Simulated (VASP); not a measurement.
Write the native input for VASP 6.6.1 that does the following.

| Quantity | Value |
| --- | --- |
| Task | single point |
| Functional | PBE |
| Potentials or basis | VASP PAW PBE potentials, release 64 (Mo_sv, Te) |
| Cutoff | 520 eV |
| k mesh | 6 × 6 × 4 |
| Occupations | gaussian, width 0.05 eV |
| Spin | no spin polarisation |
| Dipole correction | no |
| Further INCAR settings | ALGO = Fast; EDIFF = 1e-07; NBANDS = 20 |

The structure of Te2Mo lies in POSCAR:

```
Te2Mo
1.0
    3.5194545122      0.0000000000      0.0000000000
   -1.7597272561      3.0479370150      0.0000000000
    0.0000000000      0.0000000000      7.2144528865
Mo Te
1 2
Direct
    0.0000000000      0.0000000000      0.0000000000
    0.3333333333      0.6666666667      0.2534156080
    0.6666666667      0.3333333333      0.7465843920
```

The cell was built by a generator and needn't be a form met in nature.

These files were run (other wordings do the same):

INCAR

```
SYSTEM = Te2Mo
PREC = Accurate
ENCUT = 520
EDIFF = 1E-7
ISMEAR = 0
SIGMA = 0.05
LREAL = .False.
LASPH = .True.
NELM = 80
ALGO = Fast
ISIF = 2
LWAVE = .False.
LCHARG = .False.
GGA = PE
NBANDS = 20
```

KPOINTS

```
Automatic mesh
0
Gamma
  6 6 4
  0 0 0
```

Potentials or basis: VASP PAW PBE potentials, release 64 (Mo_sv, Te).

The run is started by

```console
$ cat potpaw_PBE.64/Mo_sv/POTCAR potpaw_PBE.64/Te/POTCAR > POTCAR
$ mpirun -np 1 vasp_std > vasp.out
```

It gave:

The pressure is 1.9 GPa, the largest force is 0.255 eV/Å and the band gap on the k mesh is none (metal or under the smearing width).

Caveat: this functional lacks dispersion, which binds the layers, so the pressure and a relaxed spacing across them are unreliable.

Wall time 85 s on 1 thread of Intel(R) Xeon(R) Platinum 8375C CPU @ 2.90GHz (Ice Lake) (shared host), peak memory 0.21 GiB.
